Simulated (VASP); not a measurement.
Here is a VASP 6.6.1 calculation.

The input INCAR:

```
ALGO = Normal
EDIFF = 1E-7
ENCUT = 520
ISIF = 2
ISMEAR = 0
LASPH = True
LCHARG = False
LREAL = False
LWAVE = False
NBANDS = 16
NELM = 80
PREC = Accurate
SIGMA = 0.15
```

The input KPOINTS:

```
k-points
0
Gamma
  16 16 16
```

File POSCAR:

```
GaSb
1.0
    0.0000000000      3.0590000000      3.0590000000
    3.0590000000      0.0000000000      3.0590000000
    3.0590000000      3.0590000000      0.0000000000
Ga Sb
1 1
Direct
    0.0000000000      0.0000000000      0.0000000000
    0.7500000000      0.7500000000      0.7500000000
```

Potentials or basis: VASP PAW LDA potentials, release 64 (Ga_d, Sb).

Run with:

```console
$ cat potpaw_LDA.64/Ga_d/POTCAR potpaw_LDA.64/Sb/POTCAR > POTCAR
$ mpirun -np 1 vasp_std > vasp.out
```

(1) What does it give for the band gap on the k mesh?

(2) What does it give for the pressure?

Results:

(1) zero (filled and empty bands touch).

(2) -1.6 GPa.

Caveat: spin-orbit coupling is left out, which moves the levels of the heavy elements.

**Measured values to compare with.**

From a printed reference work, data compilation, for a bulk crystal of GaSb at 4.2 K: band gap 0.811 eV (direct).

Measured gap of GaSb: 0.811 eV (direct; 4.2 K; a printed reference work, data compilation). This calculation gives 0.00 eV (-0.81 eV). Spin-orbit coupling on Ga, Sb is left out. The value is that of LDA on a finite k mesh, which can miss the band edges, without temperature or zero-point motion. Semilocal functionals fall short of measured gaps as a rule.
